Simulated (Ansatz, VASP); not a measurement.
Two plane-wave programs on TiB2

```
CELL_PARAMETERS angstrom
3.01759 0.00000 0.00000
-1.50879 2.61331 0.00000
0.00000 0.00000 3.18476
ATOMIC_POSITIONS crystal
Ti 0.00000 0.00000 0.00000
B 0.33333 0.66667 0.50000
B 0.66667 0.33333 0.50000
```

Alike in both runs: functional PBEsol; k mesh 15 × 15 × 14; occupations gaussian, width 0.1 eV; no spin polarisation.

Ansatz relaxed the structure, and its values are those at the end. VASP's run is a single point on that final structure, the one shown.

```csv
,VASP,Ansatz
version,VASP 6.6.1,Ansatz 0.2.0
potentials or method,"VASP PAW PBE potentials, release 64 (Ti_sv, B)","scalar-relativistic, plane waves, PAW"
plane-wave cutoff (eV),520,420
valence electrons in the cell,18,18
```

|  | VASP | Ansatz | Ansatz less VASP |
| --- | --- | --- | --- |
| gap on the k mesh at the Fermi level (eV) | none | none | - |
| pressure (GPa) | 0.4 | 0.0 | -0.41 |

A gap of «none» marks a metal or a gap that the smearing closes.

Caveats: the PAW data sets were made with another functional, which shifts forces and pressure a little (VASP).
